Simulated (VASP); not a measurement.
Input of a VASP 6.6.1 run:

File INCAR:

```
SYSTEM = BAs
ALGO = Normal ; EDIFF = 1E-7
EDIFFG = -0.005 ; ENCUT = 600
GGA = CA ; IBRION = 2
ISIF = 3 ; ISMEAR = 0
LASPH = .TRUE. ; LCHARG = .FALSE.
LREAL = .FALSE. ; LWAVE = .FALSE.
NELM = 80 ; NSW = 90
PREC = Accurate ; SIGMA = 0.03
```

File KPOINTS:

```
k-points
0
G
  10 10 10
  0 0 0
```

Contents of POSCAR:

```
BAs                                     
1.0
    0.0000000000      2.3711456976      2.3711456976
    2.3711456976     -0.0000000000      2.3711456976
    2.3711456976      2.3711456976      0.0000000000
  B               As            
     1     1
Direct
     0.0000000000000000    0.0000000000000000    0.0000000000000000
     0.2500000000000000    0.2500000000000000    0.2500000000000000
```

Potentials or basis: VASP PAW LDA potentials, release 64 (B, As).

The run is started by

```bash
$ cat potpaw_LDA.64/B/POTCAR potpaw_LDA.64/As/POTCAR > POTCAR
$ mpirun -np 1 vasp_std > vasp.out
```

(1) Estimate the band gap on the k mesh.

Results:

(1) 1.10 eV, indirect (least direct gap 3.28 eV).

Caveat: the relaxation stopped at its first step, so nothing moved.
